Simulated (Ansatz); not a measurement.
**Al₃Ru₂: computed properties**

The calculation used DFT r2SCAN, scalar-relativistic, plane waves, PAW in Ansatz 0.2.0.

Settings: cutoff 500 eV, Γ-centred mesh 16×16×16 on the computed 5-atom cell, Gaussian smearing of 0.10 eV; no spin polarisation.

The structure is relaxed at this level of theory with its symmetry kept. Whether it is the stable form of this composition wasn't checked.

It takes space group I4/mmm (No. 139, tetragonal). Conventional cell: a = 3.077 Å, b = 3.077 Å, c = 14.274 Å, α = 90.00°, β = 90.00°, γ = 90.00°. Al (site symmetry 4/mmm) is surrounded by 8 Ru at 2.65 Å and 2 Al at 2.77 Å. Al (site symmetry 4mm) has 5 Ru at 2.51 to 2.86 Å and 5 Al at 2.70 to 2.77 Å as nearest neighbours. Ru (site symmetry 4mm) is surrounded by 9 Al at 2.51 to 2.86 Å.

| Quantity | Value |
| --- | --- |
| Volume per atom | 91.2 bohr³ |
| Formation energy from the elements' standard states (uncorrected) | -0.767 eV/atom |
| Generalised Kohn–Sham band gap | none (metal) |
| Density of states at the Fermi level | 1.16 states/eV per cell |
| Löwdin character within 0.5 eV of the Fermi level | Ru 4d 57 %, Al 3p 32 %, unprojected 4 % |
| Bader charges (e) | Al (1 in the cell) 1.94, Al (2 in the cell) 1.90, Ru (2 in the cell) -2.87 |